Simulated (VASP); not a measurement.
A run of VASP 6.6.1:

The input INCAR:

```
  PREC = Accurate
  ENCUT = 520
  EDIFF = 1E-6
  ISMEAR = 0
  SIGMA = 0.05
  LREAL = False
  LASPH = True
  NELM = 60
  ALGO = Normal
  ISIF = 2
  LWAVE = False
  LCHARG = True
  ISPIN = 2
  MAGMOM = 0.5 0 0
  LORBIT = 11
  LMAXMIX = 4
  LDAU = True
  LDAUTYPE = 2
  LDAUL = 2 -1
  LDAUU = 7 0
  LDAUJ = 0 0
  LDAUPRINT = 1
  GGA = PS
  LELF = True
  LVHAR = True
  NBANDS = 22
```

KPOINTS

```
Automatic mesh
0
Gamma
  6 6 4
```

POSCAR

```
PtSe2
1.0
    3.2802082100     -2.0108328800      0.0000000000
    3.2802082100      2.0108328800      0.0000000000
   -0.0032294100      0.0000000000      4.6257814300
Pt Se
1 2
Direct
    0.0000000000      0.0000000000      0.0000000000
    0.6879000000      0.6879000000      0.2889000000
    0.3121000000      0.3121000000      0.7111000000
```

Potentials or basis: VASP PAW PBE potentials, release 64 (Pt, Se).

Command:

```console
$ cat potpaw_PBE.64/Pt/POTCAR potpaw_PBE.64/Se/POTCAR > POTCAR
$ mpirun -np 1 vasp_std > vasp.out
```

Hardware: 1 thread of Intel(R) Xeon(R) Platinum 8375C CPU @ 2.90GHz (Ice Lake) (shared host).

**Question.** How long does it take, and how much memory?

**Answer.** It took 120 s on 1 thread of Intel(R) Xeon(R) Platinum 8375C CPU @ 2.90GHz (Ice Lake), with other jobs on the host, peak memory 0.26 GiB. Counts: scf iterations 17, k points 47.
